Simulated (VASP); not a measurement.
# MnAs (P6_3/mmc) in VASP: notebook

Runs on MnAs. Level: LDA. Tasks: single point.

Everything below comes from runs of VASP 6.6.1. Logs are shortened: lines on timing, memory, paths and dates and some standing lists are left out, and cuts for length are marked.

### Step 1. The crystal as given

The structure is hexagonal, space group P6_3/mmc (No. 194). Conventional cell: a = 3.717 Å, b = 3.717 Å, c = 5.704 Å, α = 90.00°, β = 90.00°, γ = 120.00°. Mn (site symmetry -3m) is surrounded by 6 As at 2.58 Å and 2 Mn at 2.85 Å. Around As (site symmetry -6m2) lie 6 Mn at 2.58 Å.

### Step 2. Single point, LDA, collinear spin, typed start

Input file INCAR:

```
ALGO = Normal
EDIFF = 1E-6
ENCUT = 520
ISIF = 2
ISMEAR = 0
ISPIN = 2
LASPH = T
LCHARG = F
LMAXMIX = 4
LORBIT = 11
LREAL = F
LWAVE = F
MAGMOM = 3.5 3.5 0 0
NBANDS = 30
NELM = 150
PREC = Accurate
SIGMA = 0.05
```

Input file KPOINTS:

```
k-points
0
Gamma
  14 14 8
```

Input file POSCAR:

```
MnAs
1.0
    3.7172000000      0.0000000000      0.0000000000
   -1.8586000000      3.2191896309      0.0000000000
    0.0000000000      0.0000000000      5.7044000000
Mn As
2 2
Direct
    0.0000000000      0.0000000000      0.0000000000
    0.0000000000      0.0000000000      0.5000000000
    0.3333333333      0.6666666667      0.2500000000
    0.6666666667      0.3333333333      0.7500000000
```

Potentials or basis: VASP PAW LDA potentials, release 64 (Mn_pv, As).

Run with:

```
$ cat potpaw_LDA.64/Mn_pv/POTCAR potpaw_LDA.64/As/POTCAR > POTCAR
$ mpirun -np 1 vasp_std > vasp.out
```

OUTCAR:

```text
EDIFF = 1E-6
   ENCUT = 520
   ISIF = 2
   ISMEAR = 0
   ISPIN = 2
   LASPH = T
   LORBIT = 11
   LREAL = F
   NELM = 150
   PREC = Accurate

 ion  position               nearest neighbor table
   1  0.000  0.000  0.000-   3 2.58   4 2.58   3 2.58   4 2.58   4 2.58   3 2.58   2 2.85   2 2.85

   2  0.000  0.000  0.500-   3 2.58   4 2.58   3 2.58   4 2.58   4 2.58   3 2.58   1 2.85   1 2.85

   3  0.333  0.667  0.250-   1 2.58   2 2.58   1 2.58   2 2.58   1 2.58   2 2.58
   4  0.667  0.333  0.750-   1 2.58   2 2.58   1 2.58   2 2.58   1 2.58   2 2.58

  LATTYP: Found a hexagonal cell.
 ALAT       =     3.7172000000
 C/A-ratio  =     1.5345959324

  Lattice vectors:

 A1 = (   3.7172000000,   0.0000000000,   0.0000000000)
 A2 = (  -1.8586000000,   3.2191896309,   0.0000000000)
 A3 = (   0.0000000000,   0.0000000000,   5.7044000000)

Analysis of symmetry for initial positions (statically):
=====================================================================
 Subroutine PRICEL returns:
 Original cell was already a primitive cell.

 Routine SETGRP: Setting up the symmetry group for a
 hexagonal supercell.

 Subroutine GETGRP returns: Found 24 space group operations
 (whereof 12 operations were pure point group operations)
 out of a pool of 24 trial point group operations.

The static configuration has the point symmetry D_3d.
 The point group associated with its full space group is D_6h.

Analysis of symmetry for dynamics (positions and initial velocities):
=====================================================================
 Subroutine PRICEL returns:
 Original cell was already a primitive cell.

 Routine SETGRP: Setting up the symmetry group for a
 hexagonal supercell.

 Subroutine GETGRP returns: Found 24 space group operations
 (whereof 12 operations were pure point group operations)
 out of a pool of 24 trial point group operations.

The dynamic configuration has the point symmetry D_3d.
 The point group associated with its full space group is D_6h.

Analysis of structural, dynamic, and magnetic symmetry:
=====================================================================
 Subroutine PRICEL returns:
 Original cell was already a primitive cell.

 Routine SETGRP: Setting up the symmetry group for a
 hexagonal supercell.

 Subroutine GETGRP returns: Found 24 space group operations
 (whereof 12 operations were pure point group operations)
 out of a pool of 24 trial point group operations.

The overall configuration has the point symmetry D_3d.
 The point group associated with its full space group is D_6h.

 Subroutine INISYM returns: Found 24 space group operations
 (whereof 12 operations are pure point group operations),
 and found     1 'primitive' translations

----------------------------------------------------------------------------------------

                                     Primitive cell

  volume of cell :      68.2610

  direct lattice vectors                    reciprocal lattice vectors
     3.717200000  0.000000000  0.000000000     0.269019692  0.155318592  0.000000000
    -1.858600000  3.219189631  0.000000000     0.000000000  0.310637183  0.000000000
     0.000000000  0.000000000  5.704400000     0.000000000  0.000000000  0.175303275

  length of vectors
     3.717200000  3.717200000  5.704400000     0.310637183  0.310637183  0.175303275

  position of ions in fractional coordinates (direct lattice)
     0.000000000  0.000000000  0.000000000
     0.000000000  0.000000000  0.500000000
     0.333333333  0.666666667  0.250000000
     0.666666667  0.333333333  0.750000000

  ion indices of the primitive-cell ions
   primitive index   ion index
                 1           1
                 2           2
                 3           3
                 4           4

----------------------------------------------------------------------------------------

 KPOINTS: k-points

Automatic generation of k-mesh.
 Grid dimensions read from file:
 generate k-points for:   14   14    8

 Generating k-lattice:

  Cartesian coordinates                     Fractional coordinates (reciprocal lattice)
     0.019215692  0.011094185  0.000000000     0.071428571  0.000000000  0.000000000
     0.000000000  0.022188370  0.000000000     0.000000000  0.071428571  0.000000000
     0.000000000  0.000000000  0.021912909     0.000000000  0.000000000  0.125000000

  Length of vectors
     0.022188370  0.022188370  0.021912909

  Shift w.r.t. Gamma in fractional coordinates (k-lattice)
     0.000000000  0.000000000  0.000000000

 Subroutine IBZKPT returns following result:
 ===========================================

 Found    120 irreducible k-points:

 Following reciprocal coordinates:
            Coordinates               Weight
  0.000000  0.000000  0.000000      1.000000
  0.071429  0.000000  0.000000      6.000000
  0.142857  0.000000  0.000000      6.000000
  0.214286 -0.000000  0.000000      6.000000
  0.285714  0.000000  0.000000      6.000000
  0.357143  0.000000  0.000000      6.000000
[... 16 lines left out ...]
  0.285714  0.285714  0.000000      6.000000
  0.357143  0.285714  0.000000      6.000000
 [... further k-points ...]
   k-points           NKPTS =    120   k-points in BZ     NKDIM =    120   number of bands    NBANDS=     30
   number of dos      NEDOS =    301   number of ions     NIONS =      4
   total plane-waves  NPLWV =  32928
   dimension x,y,z NGX =    28 NGY =   28 NGZ =   42
   dimension x,y,z NGXF=    56 NGYF=   56 NGZF=   84
   ions per type =               2   2
   NGX,Y,Z   is equivalent  to a cutoff of  12.52, 12.52, 12.24 a.u.
   NGXF,Y,Z  is equivalent  to a cutoff of  25.05, 25.05, 24.48 a.u.
 SYSTEM =  unknown system
   PREC   = accura    normal or accurate (medium, high low for compatibility)
   ISTART =      0    job   : 0-new  1-cont  2-samecut
   ICHARG =      2    charge: 1-file 2-atom 10-const
   ISPIN  =      2    spin polarized calculation?
   LNONCOLLINEAR =      F non collinear calculations
   LSORBIT =      F    spin-orbit coupling
   LASPH  =      T    aspherical Exc in radial PAW
   ENCUT  =  520.0 eV  38.22 Ry    6.18 a.u.   6.91  6.91 10.61*2*pi/ulx,y,z
   NELM   =    150;   NELMIN=  2; NELMDL= -5     # of ELM steps
   EDIFF  = 0.1E-05   stopping-criterion for ELM
   LREAL  =      F    real-space projection
   EDIFFG = 0.1E-04   stopping-criterion for IOM
   NSW    =      0    number of steps for IOM
   IBRION =     -1    ionic relax: 0-MD 1-quasi-New 2-CG
   NFREE  =      0    steps in history (QN), initial steepest desc. (CG)
   ISIF   =      2    stress and relaxation
   ISYM   =      2    0-nonsym 1-usesym 2-fastsym
   POTIM  = 0.5000    time-step for ionic-motion
   TEBEG  =    0.0;   TEEND  =   0.0 temperature during run
   PSTRESS=    0.0 pullay stress
   NELECT =      36.0000    total number of electrons
   NUPDOWN=      -1.0000    fix difference up-down
   EMIN   =  10.00;   EMAX   =-10.00  energy-range for DOS
   EFERMI =   0.00;   METHOD = LEGACY
   ISMEAR =     0;   SIGMA  =   0.05  broadening in eV -4-tet -1-fermi 0-gaus
   EFERMI_NEDOS =   21; number of points for ismear=-14 and -15
   IALGO  =     38    algorithm
   IMIX   =      4    mixing-type and parameters
     AMIX     =   0.40;   BMIX     =  1.00
     AMIX_MAG =   1.60;   BMIX_MAG =  1.00
  volume/ion in A,a.u.               =      17.07       115.16
  Fermi-wavevector in a.u.,A,eV,Ry     =   1.322670  2.499484 23.802794  1.749456
  Thomas-Fermi vector in A             =   2.452334
   LORBIT       =     11    0 simple, 1 ext, 2 COOP (PROOUT), +10 PAW based schemes
   GGA     = CA    functional components
   LHFCALC =     F    Hartree Fock is set to
   AEXX    =    0.0000 exact exchange contribution
   IVDW    =     0    specifies the selected vdW correction
   LEPSILON=     F    determine dielectric tensor
   LRPA    =     F    only Hartree local field effects (RPA)
 spin polarized calculation
 Gauss-broadening in eV      SIGMA  =   0.05
  energy-cutoff  :      520.00
  volume of cell :       68.26
 maximum number of plane-waves:      1860
 NGX is ok and might be reduce to    28
   NGX = 13   NGY = 13   NGZ = 21

 number of electron      35.9999983 magnetization       5.7670106

 Free energy of the ion-electron system (eV)
  ---------------------------------------------------
  ext. energy  EPLUGINS =         0.00000000
  ---------------------------------------------------
  free energy    TOTEN  =       -30.93849299 eV

  energy without entropy =      -30.93438296  energy(sigma->0) =      -30.93643798

 E-fermi :   6.5237     XC(G=0): -11.3838

 val. band max:        6.5216894284   @ k =   0.0000   0.0000   0.3750
 cond. band min:       6.5247608567   @ k =   0.1429   0.0714   0.5000
 fundamental gap:      0.0030714283
 Fermi energy:         6.5237280668

 spin component 1

 k-point     1 :       0.0000    0.0000    0.0000
  band No.  band energies     occupation
      1     -42.6043      1.00000
      2     -42.6043      1.00000
      3     -42.5948      1.00000
      4     -42.5948      1.00000
      5     -42.4439      1.00000
      6     -42.3452      1.00000
[... 781 lines left out ...]
     29      16.1754      0.00000
     30      16.5534      0.00000

 [... further k-points ...]

 spin component 2

 k-point     1 :       0.0000    0.0000    0.0000
  band No.  band energies     occupation
      1     -39.7165      1.00000
      2     -39.7165      1.00000
      3     -39.7051      1.00000
      4     -39.7051      1.00000
      5     -39.7051      1.00000
      6     -39.5919      1.00000
[... 781 lines left out ...]
     29      16.5939      0.00000
     30      16.7714      0.00000

 [... further k-points ...]

------------------------ aborting loop because EDIFF is reached ----------------------------------------

  FORCE on cell =-STRESS in cart. coord.  units (eV):
  Direction    XX          YY          ZZ          XY          YZ          ZX
  --------------------------------------------------------------------------------------
  -------------------------------------------------------------------------------------
  Total       -6.0470454     -6.0470454     -7.1872782     -0.0000000      0.0000000      0.0000000
  in kB     -141.9323362   -141.9323362   -168.6951433     -0.0000000      0.0000000      0.0000000
  external PRESSURE =    -150.8532719 kB  Pullay stress =       0.0000000 kB

 VOLUME and BASIS-vectors are now :
 -----------------------------------------------------------------------------
  energy-cutoff  :      520.00
  volume of cell :       68.26
      direct lattice vectors                 reciprocal lattice vectors
     3.717200000  0.000000000  0.000000000     0.269019692  0.155318592  0.000000000
    -1.858600000  3.219189631  0.000000000     0.000000000  0.310637183  0.000000000
     0.000000000  0.000000000  5.704400000     0.000000000  0.000000000  0.175303275

 POSITION                                       TOTAL-FORCE (eV/Angst)
 -----------------------------------------------------------------------------------
      0.00000      0.00000      0.00000        -0.000000      0.000000     -0.000000
      0.00000      0.00000      2.85220        -0.000000      0.000000     -0.000000
     -0.00000      2.14613      1.42610         0.000000     -0.000000      0.000000
      1.85860      1.07306      4.27830        -0.000000      0.000000     -0.000000
 -----------------------------------------------------------------------------------
    total drift:                               -0.000000      0.000000      0.000000

  FREE ENERGIE OF THE ION-ELECTRON SYSTEM (eV)
  ---------------------------------------------------
  free  energy   TOTEN  =       -30.9384929923 eV

  energy  without entropy=      -30.9343829590  energy(sigma->0) =      -30.93643798

 total charge

# of ion       s       p       d       tot
------------------------------------------
    1        0.280   6.231   5.095  11.606
    2        0.280   6.231   5.095  11.606
    3        1.231   1.493   0.050   2.774
    4        1.231   1.493   0.050   2.774
--------------------------------------------------
tot          3.021  15.447  10.290  28.759

 magnetization (x)

# of ion       s       p       d       tot
------------------------------------------
    1        0.028   0.015   2.871   2.915
    2        0.028   0.015   2.871   2.915
    3        0.007  -0.116   0.007  -0.102
    4        0.007  -0.116   0.007  -0.102
--------------------------------------------------
tot          0.071  -0.201   5.755   5.625
```

It took 2.8 min on 1 thread of AMD EPYC 9R45 (Zen 5), shared host; peak memory 0.38 GiB.

What came out:

```yaml
Free_energy: -30.9385 eV
Pressure: -15.1 GPa
Band_gap_on_the_k_mesh: none (metal or under the smearing width)
Net_moment: 5.77 μB per cell
Site_moments: Mn +2.92; As -0.10 μB
Valence_electrons_inside_the_program's_atomic_spheres: Mn 11.61; As 2.77
```

Stress tensor (GPa, compression positive):
```
-14.19   0.00   0.00
  0.00 -14.19   0.00
  0.00   0.00 -16.87
```

Levels at points of the mesh, in eV from the Fermi level:
Spin up:
| k point | band 19 | band 20 | band 21 | band 22 | band 23 | band 24 |
| --- | --- | --- | --- | --- | --- | --- |
| (0.00, 0.00, 0.00) | -0.13 | 0.61 | 0.61 | 1.49 | 2.98 | 2.98 |
| (0.50, 0.00, 0.00) | -1.72 | -1.50 | -1.24 | -0.30 | 1.30 | 3.25 |
| (0.00, 0.00, 0.50) | -0.84 | -0.84 | 2.13 | 2.13 | 2.13 | 2.13 |
| (0.50, 0.00, 0.50) | -1.53 | -1.53 | 0.65 | 0.65 | 1.46 | 1.46 |
Spin down:
```tsv
k point	band 11	band 12	band 13	band 14	band 15	band 16	band 17	band 18	band 19	band 20
(0.00, 0.00, 0.00)	-2.76	-1.15	-0.31	-0.31	-0.09	-0.09	0.66	0.66	1.04	1.04
(0.50, 0.00, 0.00)	-3.09	-3.05	-2.65	-1.87	-1.34	0.56	0.57	0.61	0.61	1.11
(0.00, 0.00, 0.50)	-1.93	-1.93	-1.93	-1.93	0.20	0.20	0.20	0.20	0.71	0.71
(0.50, 0.00, 0.50)	-2.31	-2.31	-2.22	-2.22	-0.17	-0.17	0.74	0.74	0.88	0.88
```

Caveat: so large a pressure means that the cell lies far from this level's equilibrium, or that cutoff or potentials fall short.

### Step 3. Single point, LDA

Input file INCAR:

```
PREC     = Accurate       # precision mode
ENCUT    = 520            # plane-wave cutoff, eV
EDIFF    = 1E-6           # SCF threshold, eV
ISMEAR   = 0              # smearing method
SIGMA    = 0.05           # smearing width, eV
LREAL    = False          # projectors in reciprocal space
LASPH    = True           # aspherical terms in the spheres
NELM     = 100            # most SCF steps
ALGO     = Fast           # electronic algorithm
ISIF     = 2              # what is computed and relaxed
LWAVE    = False          # write WAVECAR
LCHARG   = False          # write CHGCAR
GGA      = CA             # functional
NBANDS   = 26             # bands
```

Input file KPOINTS:

```
regular mesh
0
Gamma
  14 14 8
```

POSCAR is that of step 2.

Potentials or basis: VASP PAW LDA potentials, release 64 (Mn_pv, As).

Run with:

```
$ cat potpaw_LDA.64/Mn_pv/POTCAR potpaw_LDA.64/As/POTCAR > POTCAR
$ mpirun -np 1 vasp_std > vasp.out
```

Wall time 85 s (1 thread of AMD EPYC 9R45 (Zen 5), shared host); peak memory 0.26 GiB.

It converged, with:

- Free energy: -29.8537 eV
- Pressure: -27.5 GPa
- Band gap on the k mesh: none (metal or under the smearing width)

Stress tensor (GPa, compression positive):
```
-26.35   0.00   0.00
  0.00 -26.35   0.00
  0.00   0.00 -29.71
```

Levels at points of the mesh, in eV from the Fermi level:
| k point | band 16 | band 17 | band 18 | band 19 | band 20 | band 21 |
| --- | --- | --- | --- | --- | --- | --- |
| (0.00, 0.00, 0.00) | -0.73 | 0.13 | 0.13 | 0.90 | 0.90 | 1.30 |
| (0.50, 0.00, 0.00) | -0.22 | -0.19 | -0.18 | -0.18 | 0.20 | 0.29 |
| (0.00, 0.00, 0.50) | -0.55 | -0.55 | -0.55 | 0.14 | 0.14 | 2.88 |
| (0.50, 0.00, 0.50) | -0.82 | -0.05 | -0.05 | 0.03 | 0.03 | 1.58 |

Caveat: so large a pressure means that the cell lies far from this level's equilibrium, or that cutoff or potentials fall short.
